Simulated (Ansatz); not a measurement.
The system is Sb.

```
Sb
1.0
     2.15420    1.24373    3.75800
    -2.15420    1.24373    3.75800
     0.00000   -2.48746    3.75800
Sb
2
Direct
  0.76651 0.76651 0.76651
  0.23349 0.23349 0.23349
```

* Program: Ansatz 0.2.0
* Task: relaxation of cell and atoms
* Functional: PBE
* Potentials or basis: all-electron LAPW, scalar-relativistic
* Basis error allowed: 0.001 eV/atom
* k mesh: 8 × 8 × 8
* Occupations: fermi-dirac, width 0.05 eV
* Spin: no spin polarisation

At the start: volume 30.21 Å³/atom.

Where does the relaxation end?

Over 6 steps the energy falls by 12.6 meV/atom and the volume is 31.93 Å³/atom (+5.7 %); space group R-3m (No. 166, to 0.05 Å).

The path:
```
step  energy change (eV)  largest force (eV/Å)  volume (Å³)
   1              0.0000                0.1591        60.41
   2             -0.0111                0.2586        65.31
   3             -0.0243                0.0468        63.60
   4             -0.0249                0.0196        63.53
   5             -0.0253                0.0008        63.85
   6             -0.0253                0.0008        63.85
```

Final structure:
```xyz
2
Lattice="2.1894 1.2640 3.8453 -2.1894 1.2640 3.8453 0.0000 -2.5281 3.8453" Properties=species:S:1:pos:R:3 pbc="T T T"
Sb    0.0000    0.0000    8.8558
Sb    0.0000    0.0000    2.6802
```
